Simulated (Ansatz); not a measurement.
SnSe2:

```xyz
3
Lattice="3.8110 0.0000 0.0000 -1.9055 3.3004 0.0000 0.0000 0.0000 6.1360" Properties=species:S:1:pos:R:3 pbc="T T T"
Sn    0.0000    0.0000    0.0000
Se    1.9055    1.1001    4.6081
Se    0.0000    2.2003    1.5279
```

Base run:

| Property | Result |
| --- | --- |
| Program | Ansatz 0.2.0 |
| Functional | PBE |
| Potentials or basis | Ansatz PAW earlier set |
| Cutoff | 770 eV |
| Density cutoff | 3080 eV |
| k mesh | 8 × 8 × 5 |
| Occupations | fermi-dirac, width 0.05 eV |
| Spin | no spin polarisation |

Its results: band gap on the k mesh 0.81 eV, indirect (least direct gap 1.11 eV); pressure 5.5 GPa; largest force 0.787 eV/Å.

Task: After a change of settings the same cell gave: band gap on the k mesh 0.74 eV, indirect (least direct gap 1.01 eV); pressure 2.5 GPa; largest force 0.600 eV/Å. Which change was it?
A. functional from PBE to PBEsol; potentials or basis from Ansatz PAW earlier set to Ansatz PAW; cutoff from 770 eV to 420 eV (not typed: the program's choice for these potentials); valence electrons from 54 to 46
B. potentials or basis from Ansatz PAW earlier set to PseudoDojo stringent (PBE files); cutoff from 770 eV to 1415 eV; density cutoff from 3080 eV to 5660 eV; valence electrons from 54 to 70
C. potentials or basis from Ansatz PAW earlier set to Ansatz PAW; cutoff from 770 eV to 420 eV (not typed: the program's choice for these potentials); k mesh from 8 × 8 × 5 to 3 × 3 × 2; valence electrons from 54 to 46

Result: A.

Caveats: the k mesh misses the band edges, so the gap on the mesh is wider than the one along the path; spin-orbit coupling is left out, which moves the levels of the heavy elements; this functional lacks dispersion, which binds the layers, so the pressure and a relaxed spacing across them are unreliable; the PAW data sets come from PBE, with cores solved anew for the run's functional, which leaves a small shift of forces and pressure (some runs).
